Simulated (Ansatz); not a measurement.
# Hg: one crystal by all-electron and frozen-core methods

Aim: solve Hg at one geometry with LAPW, all electrons, PAW with frozen cores and datasets made for this crystal, and see where they agree.

Computed with Ansatz 0.2.0 (DFT PBE, scalar-relativistic, unless a step's input says otherwise).

### Step 1. The starting structure

The structure is monoclinic, space group C2/m (No. 12). Conventional cell: a = 4.468 Å, b = 4.092 Å, c = 3.060 Å, α = 90.00°, β = 96.54°, γ = 90.00°. Hg (site symmetry 2/m) has 6 Hg at 3.03 to 3.06 Å as nearest neighbours.

Cell or atoms stand a little off a more symmetric structure (R-3m at a tolerance of 0.3 Å), so results at this geometry aren't those of that ideal crystal.

Coordinates:

```cif
data_structure
_symmetry_space_group_name_H-M 'P 1'
_symmetry_Int_Tables_number 1
_cell_length_a 3.0292
_cell_length_b 3.0292
_cell_length_c 3.0597
_cell_angle_alpha 94.822
_cell_angle_beta 94.822
_cell_angle_gamma 84.966
_cell_volume 27.79
loop_
_atom_site_label
_atom_site_type_symbol
_atom_site_fract_x
_atom_site_fract_y
_atom_site_fract_z
_atom_site_occupancy
Hg1 Hg 0.50000 0.50000 0.50000 1
```

Structure from a Materials Project entry, not relaxed further.

### Step 2. LAPW, all electrons

File input.yaml:

```yaml
crystal:
  lattice:
    - [2.2339762741, -2.0458582601, 0.0]
    - [2.2339762741, 2.0458582601, 0.0]
    - [-0.3487351701, 0.0, 3.0398006871]
  atoms:
    - { symbol: Hg, position: [0.5, 0.5, 0.5] }
kpoints:
  mp_grid: { grid: [11, 11, 11] }
  band_path:
    path:
      - [0.0, 0.0, 0.0]
      - [-0.462428413, 0.462428413, 0.0]
      - [-0.537571587, -0.462428413, 0.0]
      - [-0.5, -0.5, 0.0]
      - [0.0, 0.0, 0.0]
      - [-0.5, -0.5, 0.5]
      - [-0.5729263608, -0.4270736392, 0.5]
      - [-0.4270736392, 0.4270736392, 0.5]
      - [0.0, 0.0, 0.5]
    npoints: 8
scf:
  occupations: { method: fermi_dirac, width: 0.05 }
hamiltonian:
  xc: pbe
  pseudopotentials: { kind: all_electron, lapw: { basis_error: 0.001 } }
output:
  forces: true
  stress: true
  eigenvalues: true
  populations: true
  dos: { projected: true, de: 0.2, e_range: [-14, 8] }
```

### Step 3. PAW with frozen cores

input.yaml, as its differences from that of step 2:

```diff
@@ -25,3 +25,3 @@
   xc: pbe
-  pseudopotentials: { kind: all_electron, lapw: { basis_error: 0.001 } }
+  pseudopotentials: { kind: paw }
 output:
@@ -30,3 +30,5 @@
   eigenvalues: true
+  efg: { contact_densities: true }
   populations: true
+  bader: true
   dos: { projected: true, de: 0.2, e_range: [-14, 8] }
```

### Step 4. Datasets made for this crystal

input.yaml, as its differences from that of step 3:

```diff
@@ -25,3 +25,3 @@
   xc: pbe
-  pseudopotentials: { kind: paw }
+  pseudopotentials: { kind: all_electron, datasets: crystal }
 output:
@@ -31,4 +31 @@
   efg: { contact_densities: true }
-  populations: true
-  bader: true
-  dos: { projected: true, de: 0.2, e_range: [-14, 8] }
```

(Steps that only read results are left out.)

Before running it: what results should come out? Wanted: pressure; gap.

**Answer**, as computed:

```
  quantity                                           value
  pressure  LAPW 1.28, PAW 1.29, crystal datasets 1.28 GPa
gap (LAPW)                                            none
```

At this geometry the cell is under compression of 1.3 GPa, so it would expand if let go. Bands cross the Fermi level: the crystal is a metal at this level. The field gradient at Hg, the largest by crystal datasets, is -3.75 by PAW and -3.71 by crystal datasets (10²¹ V/m²), within 5 %. No spin–orbit coupling: at heavy atoms the gradients can be off by tens of per cent for that reason. PAW lies +0.01 GPa from LAPW in pressure. LAPW took about 2.5 times as long as PAW (30 s against 12 s, on a shared host and with the outputs that each input asks for). Spin-orbit coupling is left out, though the cell holds Hg; in elements this heavy it can shift bands and gaps by tenths of an eV.
